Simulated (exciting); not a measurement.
# Pt (P-1) in exciting: reference runs

How does Pt come out in PBEsol? The cell is run as given.

Program: exciting (release sodium). These are calculated values, not measurements. Logs are shortened: lines on timing, memory, paths and dates and some standing lists are left out, and cuts for length are marked.

**1. The structure**

The typed cell holds 1 atom: a = 2.743 Å, b = 2.761 Å, c = 2.721 Å, α = 109.34°, β = 109.59°, γ = 109.30°.

This isn't the form of Pt at room conditions, which is fcc.

**2. Single point, PBEsol**

input.xml reads:

```xml
<input>
  <title>Pt</title>
  <structure speciespath="./" tshift="false">
    <crystal scale="1">
      <basevect>-2.989872517942 2.995181873564 2.994564500039</basevect>
      <basevect>3.029070710102 -2.985350724579 3.023931543215</basevect>
      <basevect>2.962112346685 2.957590553322 -2.984733351054</basevect>
    </crystal>
    <species speciesfile="Pt.xml" rmt="2.3">
      <atom coord="0.000000000000 0.000000000000 0.000000000000"/>
    </species>
  </structure>
  <groundstate do="fromscratch" ngridk="12 12 12" rgkmax="9" gmaxvr="14" lmaxapw="10" lmaxmat="10" lmaxvr="8" xctype="GGA_PBE_SOL" stype="Fermi Dirac" swidth="0.00183747" nempty="12" ValenceRelativity="iora*" epsengy="1e-05" epspot="1e-05" maxscl="60" tforce="true" outputlevel="normal"/>
  <properties>
    <chargedensityplot>
      <plot3d>
        <box grid="14 14 14">
          <origin coord="0 0 0"/>
          <point coord="1 0 0"/>
          <point coord="0 1 0"/>
          <point coord="0 0 1"/>
        </box>
      </plot3d>
    </chargedensityplot>
    <elfplot>
      <plot3d>
        <box grid="14 14 14">
          <origin coord="0 0 0"/>
          <point coord="1 0 0"/>
          <point coord="0 1 0"/>
          <point coord="0 0 1"/>
        </box>
      </plot3d>
    </elfplot>
    <exccplot>
      <plot3d>
        <box grid="14 14 14">
          <origin coord="0 0 0"/>
          <point coord="1 0 0"/>
          <point coord="0 1 0"/>
          <point coord="0 0 1"/>
        </box>
      </plot3d>
    </exccplot>
  </properties>
</input>
```

Potentials or basis: all-electron LAPW+lo, shipped species files, valence relativity iora*.

Run with:

```sh
$ OMP_NUM_THREADS=1 exciting_smp
```

INFO.OUT:

```text
================================================================================
EXCITING SODIUM started
[... 10 lines left out ...]

 Lattice vectors (cartesian) :
     -2.9898725179      2.9951818736      2.9945645000
      3.0290707101     -2.9853507246      3.0239315432
      2.9621123467      2.9575905533     -2.9847333511

 Reciprocal lattice vectors (cartesian) :
     -0.0019365355      1.0537753472      1.0422705853
      1.0419672870      0.0031461713      1.0371878785
      1.0537084208      1.0604337742     -0.0085949625

 Unit cell volume                           :     107.3150782922
 Brillouin zone volume                      :       2.3114199551

 Species :    1 (Pt)
     parameters loaded from                 :    Pt.xml
     name                                   :    platinum
     nuclear charge                         :     -78.00000000
     electronic charge                      :      78.00000000
     atomic mass                            :  355605.43990000
     muffin-tin radius                      :       2.30000000
     # of radial points in muffin-tin       :     450

     atomic positions (lattice) :
       1 :   0.00000000  0.00000000  0.00000000

 Total number of atoms per unit cell        :       1

 Spin treatment                             :    spin-unpolarised

 Number of Bravais lattice symmetries       :       2
 Number of crystal symmetries               :       2

 k-point grid                               :      12   12   12
 Total number of k-points                   :     868
 k-point set is reduced with crystal symmetries

 R^MT_min * |G+k|_max (rgkmax)              :       9.00000000
 Species with R^MT_min                      :       1 (Pt)
 Maximum |G+k| for APW functions            :       3.91304348
 Maximum |G| for potential and density      :      14.00000000

 G-vector grid sizes                        :      24    24    24
 Total number of G-vectors                  :    4975

 Maximum angular momentum used for
     APW functions                          :      10
     computing H and O matrix elements      :      10
     potential and density                  :       8
     inner part of muffin-tin               :       2

 Total nuclear charge                       :     -78.00000000
 Total electronic charge                    :      78.00000000
 Total core charge                          :      48.00000000
 Total valence charge                       :      30.00000000

 Number of empty states                     :      12
 Total number of valence states             :      28

 Maximum Hamiltonian size                   :     142
 Maximum number of plane-waves              :     116
 Total number of local-orbitals             :      26

 Exchange-correlation type                  :      22
     PBEsol, Phys. Rev. Lett. 100, 136406 (2008)
     Generalised gradient approximation (GGA)

 Smearing scheme                            :    Fermi-Dirac
 Smearing width                             :       0.00183747

 Using multisecant Broyden potential mixing
[... 6 lines left out ...]
* Groundstate module started                                                   *
********************************************************************************
 Output level for this task is set to normal

++++++++++++++++++++++++++++++++++++++++++++++++++++++++++++++++++++++++++++++++
[... 5 lines left out ...]
+ SCF iteration number :    1                                                  +
++++++++++++++++++++++++++++++++++++++++++++++++++++++++++++++++++++++++++++++++
 Total energy                               :    -18421.71073598
 _______________________________________________________________
 Fermi energy                               :         0.48639722
 Kinetic energy                             :     21114.97351767
 Coulomb energy                             :    -39184.91087862
 Exchange energy                            :      -346.40257224
 Correlation energy                         :        -5.37080280

 DOS at Fermi energy (states/Ha/cell)       :        19.31212364

 Electron charges :
     core                                   :        48.00000000
     core leakage                           :         0.00222552
     valence                                :        30.00000000
     interstitial                           :         2.48787800
     charge in muffin-tin spheres :
                  atom     1    Pt          :        75.51212200
     total charge in muffin-tins            :        75.51212200
     total charge                           :        78.00000000

++++++++++++++++++++++++++++++++++++++++++++++++++++++++++++++++++++++++++++++++
+ SCF iteration number :    2                                                  +
++++++++++++++++++++++++++++++++++++++++++++++++++++++++++++++++++++++++++++++++
 Total energy                               :    -18435.14366955
 _______________________________________________________________
 Fermi energy                               :         0.46211372
 Kinetic energy                             :     21106.83082050
 Coulomb energy                             :    -39189.96179386
 Exchange energy                            :      -346.64066290
 Correlation energy                         :        -5.37203330

 DOS at Fermi energy (states/Ha/cell)       :        18.51426047

 Electron charges :
     core                                   :        48.00000000
     core leakage                           :         0.00213079
     valence                                :        30.00000000
     interstitial                           :         2.37033933
     charge in muffin-tin spheres :
                  atom     1    Pt          :        75.62966067
     total charge in muffin-tins            :        75.62966067
     total charge                           :        78.00000000
[... 393 lines left out ...]
 RMS change in effective potential (target) :  0.105986E-08  ( 0.100000E-04)
 Absolute change in total energy   (target) :  0.989272E-06  ( 0.100000E-04)
 Charge distance                   (target) :  0.163519E-08  ( 0.100000E-04)
 Abs. change in max-nonIBS-force   (target) :   0.00000      ( 0.500000E-04)

++++++++++++++++++++++++++++++++++++++++++++++++++++++++++++++++++++++++++++++++
+ SCF iteration number :   17                                                  +
++++++++++++++++++++++++++++++++++++++++++++++++++++++++++++++++++++++++++++++++
 Total energy                               :    -18441.56917609
 _______________________________________________________________
 Fermi energy                               :         0.43219975
 Kinetic energy                             :     21101.46131617
 Coulomb energy                             :    -39190.92880615
 Exchange energy                            :      -346.72934625
 Correlation energy                         :        -5.37233986

 DOS at Fermi energy (states/Ha/cell)       :        19.30601934

 Electron charges :
     core                                   :        48.00000000
     core leakage                           :         0.00207411
     valence                                :        30.00000000
     interstitial                           :         2.28438243
     charge in muffin-tin spheres :
                  atom     1    Pt          :        75.71561757
     total charge in muffin-tins            :        75.71561757
     total charge                           :        78.00000000

 RMS change in effective potential (target) :  0.281756E-09  ( 0.100000E-04)
 Absolute change in total energy   (target) :  0.842883E-07  ( 0.100000E-04)
 Charge distance                   (target) :  0.211788E-09  ( 0.100000E-04)
 Abs. change in max-nonIBS-force   (target) :   0.00000      ( 0.500000E-04)

++++++++++++++++++++++++++++++++++++++++++++++++++++++++++++++++++++++++++++++++
| Convergency criteria checked for the last 2 iterations                       +
| Convergence targets achieved. Performing final SCF iteration                 +
++++++++++++++++++++++++++++++++++++++++++++++++++++++++++++++++++++++++++++++++
 Total energy                               :    -18441.56917600
 _______________________________________________________________
 Fermi energy                               :         0.43219975
 Kinetic energy                             :     21101.46131621
 Coulomb energy                             :    -39190.92880610
 Exchange energy                            :      -346.72934625
 Correlation energy                         :        -5.37233986

 DOS at Fermi energy (states/Ha/cell)       :        19.30601938

 Electron charges :
     core                                   :        48.00000000
     core leakage                           :         0.00207411
     valence                                :        30.00000000
     interstitial                           :         2.28438243
     charge in muffin-tin spheres :
                  atom     1    Pt          :        75.71561757
     total charge in muffin-tins            :        75.71561757
     total charge                           :        78.00000000

++++++++++++++++++++++++++++++++++++++++++++++++++++++++++++++++++++++++++++++++
+ Self-consistent loop stopped                                                 +
++++++++++++++++++++++++++++++++++++++++++++++++++++++++++++++++++++++++++++++++
 STATE.OUT is written

--------------------------------------------------------------------------------
- Writing atomic positions and forces                                          -
--------------------------------------------------------------------------------

 Atomic positions (lattice) :
 atom     1  Pt  :     0.00000000    0.00000000    0.00000000

 Total atomic forces including IBS (cartesian) :
 atom     1  Pt  :     0.00000000    0.00000000    0.00000000

 Atomic force components including IBS (cartesian) :
 atom     1  Pt  :     0.00000000    0.00000000    0.00000000   HF force
                 :     0.00000000    0.00000000    0.00000000   core correction
                 :     0.00000000    0.00000000    0.00000000   IBS correction

********************************************************************************
* Groundstate module stopped                                                   *
********************************************************************************

--------------------------------------------------------------------------------
- CAUTION! Warnings have been written in file WARNING.OUT !                    -
--------------------------------------------------------------------------------
================================================================================
| EXCITING SODIUM stopped                                                      =
================================================================================
```

Wall time 7.7 min (1 thread of Arm Neoverse V2, shared host); peak memory 0.1 GiB.

What came out:

- Free energy: -501820.6682 eV
- Band gap on the k mesh: none (metal or under the smearing width)
- All electrons inside the program's atomic spheres: Pt 75.72 (radii Pt 2.3 bohr)

Caveat: the log's total energy holds no entropy term; the free energy is that total less TS from the occupations. Spin-orbit coupling is left out, which matters for the levels of Pt.
